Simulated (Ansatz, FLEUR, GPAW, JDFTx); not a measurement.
# Equation of state of Ge under PBEsol

It takes space group Fd-3m (No. 227, cubic). The conventional cell has a = 5.658 Å, b = 5.658 Å, c = 5.658 Å, α = 90.00°, β = 90.00°, γ = 90.00°. Ge (site symmetry -43m) has 4 Ge at 2.45 Å as nearest neighbours.

The cell was scaled at fixed shape and fractions and run with Ansatz, all-electron LAPW, scalar-relativistic; PBEsol, k mesh 8 × 8 × 8 on the cell of 2 atoms, fermi-dirac occupations of 0.05 eV, no spin polarisation, no spin-orbit coupling. Energies are those that the program minimises, any entropy of the smearing included. For a metal such a mesh isn't converged to the digits shown.

```csv
V (Å³/atom),energy over the lowest row (meV/atom)
21.2807,25.17
21.7334,?
22.1862,3.80
22.6390,0.00
23.0918,0.05
23.5446,3.61
23.9973,10.34
```

Question: Fit the third-order Birch-Murnaghan form, give V0, B0 and B′, and predict the energy left open.

Answer: With y = (V0/V)^(2/3), E = E0 + (9 V0 B0/16) [(y - 1)³ B′ + (y - 1)² (6 - 4y)]. Least squares through the rows shown give V0 = 22.8542 Å³/atom, E0 = -0.45 meV, B0 = 66.25 GPa (1 eV/Å³ = 160.218 GPa) and B′ = 4.65, with a largest miss of 0.02 meV. At V = 21.7334 the form with these constants gives 12.04 meV; the run gave 11.98 meV an atom. Other set-ups at this level, from all their volumes (Å³/atom, GPa): FLEUR, all-electron, FLAPW: V0 22.853, B0 66.49; GPAW, PAW data sets generated for this functional: V0 22.959, B0 67.17; JDFTx, PseudoDojo-SR-PBEsol-0.4.1-standard with smoothed tails: V0 22.861, B0 66.12; JDFTx, PseudoDojo-SR-PBEsol-0.4.1-standard: V0 22.857, B0 66.15. Measured volume: 22.64 Å³/atom at 298.15 K (COD entry, doi:10.1107/S0021889875010965), so the fit lies +0.9 % from it. Measured modulus: 75.8 GPa (arxiv:1908.00180), so the fit lies -12.6 % from it. The runs are for a static lattice.
